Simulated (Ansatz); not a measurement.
CuO under changes of volume

One of the cells (11.053 Å³/atom); the others are scaled copies at fixed shape and fractional positions:

```
CELL_PARAMETERS angstrom
1.99097 -2.15355 0.00000
1.99097 2.15355 0.00000
0.00000 0.00000 5.15593
ATOMIC_POSITIONS crystal
Cu 0.50000 0.00000 0.00000
Cu 0.00000 0.50000 0.50000
O 0.50000 0.50000 0.25000
O 0.50000 0.50000 0.75000
```

Measurements of this composition are mostly on another form, of space group No. 15.

- Program: Ansatz 0.2.0
- Functional: PBE
- Potentials or basis: PseudoDojo standard (PBE files)
- Cutoff: 1252 eV
- Density cutoff: 5007 eV
- k mesh: 9 × 9 × 5
- Occupations: fermi-dirac, width 0.05 eV
- Spin: no spin polarisation

| volume (Å³/atom) | energy over the lowest point (meV/atom) | pressure (GPa) |
| --- | --- | --- |
| 10.390 | ? | ? |
| 10.611 | 12.75 | 8.3 |
| 10.832 | 3.93 | 4.6 |
| 11.053 | 0.00 | 1.2 |
| 11.274 | 0.45 | -1.8 |
| 11.496 | 4.80 | -4.5 |
| 11.717 | 12.65 | -6.8 |

What does the run at 10.390 Å³/atom give?

Energy over the lowest point 27.06 meV/atom; pressure 12.5 GPa.

Worked out: A Birch-Murnaghan fit of order 3 (a polynomial in V^(-2/3)) to the other rows has its minimum at 11.14 Å³/atom with B0 = V·E''(V) = 153 GPa and B' = 4.7 at fixed shape and positions, which overstates the stiffness. It gives 27.04 meV/atom at 10.390 Å³/atom, against the run's 27.06, and -dE/dV = 12.5 GPa, against 12.5.

Energies are extrapolated to zero smearing.

Caveats: the run has no spin polarisation, though such a crystal can be magnetic.
